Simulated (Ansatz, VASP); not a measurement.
## Os: VASP beside Ansatz

```
CELL_PARAMETERS angstrom
2.73410 0.00000 0.00000
-1.36705 2.36780 0.00000
0.00000 0.00000 4.31970
ATOMIC_POSITIONS crystal
Os 0.66667 0.33333 0.75000
Os 0.33333 0.66667 0.25000
```

Alike in both runs: task relaxation of cell and atoms; functional PBEsol; k mesh 11 × 11 × 6; occupations fermi-dirac, width 0.05 eV; no spin polarisation.

|  | VASP | Ansatz |
| --- | --- | --- |
| version | VASP 6.6.1 | Ansatz 0.2.0 |
| potentials or method | VASP PAW PBE potentials, release 64 (Os) | Ansatz PAW |
| plane-wave cutoff (eV) | 600 | 420 |
| valence electrons in the cell | 16 | 32 |

VASP gave:

```
gap on the k mesh at the Fermi level, each at its own relaxed structure (eV) : none
relaxed volume (Å³/atom)                                                     : 13.92
relaxed cell length with the largest relative difference (Å)                 : 2.730
```

Problem. Estimate Ansatz's values.

Solution. gap on the k mesh at the Fermi level, each at its own relaxed structure (eV): none; relaxed volume (Å³/atom): 13.89; relaxed cell length with the largest relative difference (Å): 2.728.

A gap of «none» marks a metal or a gap that the smearing closes. The two sets of potentials don't hold the same shells in valence.

Caveats: the PAW data sets were made with another functional, which shifts forces and pressure a little (VASP); the plane-wave basis is chosen anew once the cell has moved, so the energies of steps on either side of that aren't comparable (Ansatz); the PAW data sets come from PBE, with cores solved anew for the run's functional, which leaves a small shift of forces and pressure (Ansatz). Spin-orbit coupling is left out, which matters for the levels of Os.
